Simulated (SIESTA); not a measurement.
# SiC (Moissanite 6H): band structure with SOGGA

The system is SiC (Moissanite 6H).

```
Si C
1.0
     3.09500    0.00000    0.00000
    -1.54750    2.68035    0.00000
     0.00000    0.00000   15.17000
Si C
6 6
Direct
  0.66667 0.33333 0.45830
  0.33333 0.66667 0.95830
  0.66667 0.33333 0.79170
  0.33333 0.66667 0.29170
  0.00000 0.00000 0.62500
  0.00000 0.00000 0.12500
  0.66667 0.33333 0.33330
  0.33333 0.66667 0.83330
  0.66667 0.33333 0.66670
  0.33333 0.66667 0.16670
  0.00000 0.00000 0.50000
  0.00000 0.00000 0.00000
```

| Quantity | Value |
| --- | --- |
| Program | SIESTA 5.4.2 |
| Task | band structure |
| Functional | SOGGA |
| Potentials or basis | PseudoDojo 0.4 standard (PBEsol files) |
| Basis | DZP (energy shift 0.002 Ry) |
| Grid cutoff | 500 Ry |
| Energy shift | 0.002 Ry |
| k mesh | 10 × 10 × 2 |
| Occupations | fermi-dirac, width 0.05 eV |
| Spin | no spin polarisation |

```yaml
Pressure: -1.4 GPa
Largest_force: 0.140 eV/Å
Band_gap_on_the_k_mesh: 1.82 eV, indirect (least direct gap 2.93 eV)
Band_gap_along_the_path: 1.81 eV, indirect (least direct gap 2.93 eV)
```

Forces on the atoms (eV/Å):
```
Si   0.000  0.000  0.037
Si   0.000  0.000  0.037
Si   0.000  0.000  0.026
Si   0.000  0.000  0.026
Si   0.000  0.000  0.053
Si   0.000  0.000  0.053
C    0.000  0.000 -0.011
C    0.000  0.000 -0.011
C    0.000  0.000  0.035
C    0.000  0.000  0.035
C    0.000  0.000 -0.140
C    0.000  0.000 -0.140
```

Stress tensor (GPa, compression positive):
```
-1.66  0.00  0.00
 0.00 -1.66  0.00
 0.00  0.00 -0.85
```

Levels at the corners of the path, in eV from the valence-band top:
| point | band 22 | band 23 | band 24 | band 25 | band 26 | band 27 |
| --- | --- | --- | --- | --- | --- | --- |
| Γ | -0.04 | 0.00 | 0.00 | 5.05 | 5.31 | 5.70 |
| M | -1.81 | -1.71 | -1.11 | 1.82 | 1.99 | 2.98 |
| K | -2.26 | -2.10 | -2.10 | 3.28 | 3.28 | 3.58 |
| Γ | -0.04 | 0.00 | 0.00 | 5.05 | 5.31 | 5.70 |
| A | -0.10 | -0.10 | -0.10 | 5.14 | 5.14 | 5.98 |
| L | -1.75 | -1.33 | -1.33 | 1.85 | 1.85 | 3.21 |
| H | -2.69 | -2.30 | -2.30 | 3.48 | 3.48 | 4.17 |
| A | -0.10 | -0.10 | -0.10 | 5.14 | 5.14 | 5.98 |
| L | -1.75 | -1.33 | -1.33 | 1.85 | 1.85 | 3.21 |
| M | -1.81 | -1.71 | -1.11 | 1.82 | 1.99 | 2.98 |
| K | -2.26 | -2.10 | -2.10 | 3.28 | 3.28 | 3.58 |
| H | -2.69 | -2.30 | -2.30 | 3.48 | 3.48 | 4.17 |

It took 3.9 min on 1 thread of Arm Neoverse V2 (shared host), peak memory 0.68 GiB.

Caveat: the potentials were made for another functional, which shifts forces and pressure; the basis of atomic orbitals isn't converged, which shifts pressures, moduli and gaps.
